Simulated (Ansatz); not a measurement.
The system is InAs.

```
In As
1.0
     0.00000    3.01800    3.01800
     3.01800    0.00000    3.01800
     3.01800    3.01800    0.00000
In As
1 1
Direct
  0.00000 0.00000 0.00000
  0.25000 0.25000 0.25000
```

Base run:

* Program: Ansatz 0.2.0
* Functional: BLYP
* Potentials or basis: Ansatz PAW
* Cutoff: 420 eV
* Density cutoff: 1680 eV
* k mesh: 8 × 8 × 8
* Occupations: fermi-dirac, width 0.1 eV
* Spin: spin-orbit coupling, no magnetisation

Its results: band gap on the k mesh none (metal or under the smearing width); pressure 7.4 GPa.

The run is repeated on the same cell with these changes: functional from BLYP to LDA; occupations from fermi-dirac, width 0.1 eV to methfessel-paxton, width 0.1 eV. What comes out?

Band gap on the k mesh none (metal or under the smearing width); pressure -0.3 GPa.

Caveats: the PAW data sets come from PBE, with cores solved anew for the run's functional, which leaves a small shift of forces and pressure; this crystal is a semiconductor, whose small gap the functional closes, so the metal is an error of the method; the potentials were made for another functional, which shifts forces and pressure (some runs).

Not every run made on this cell is shown here.
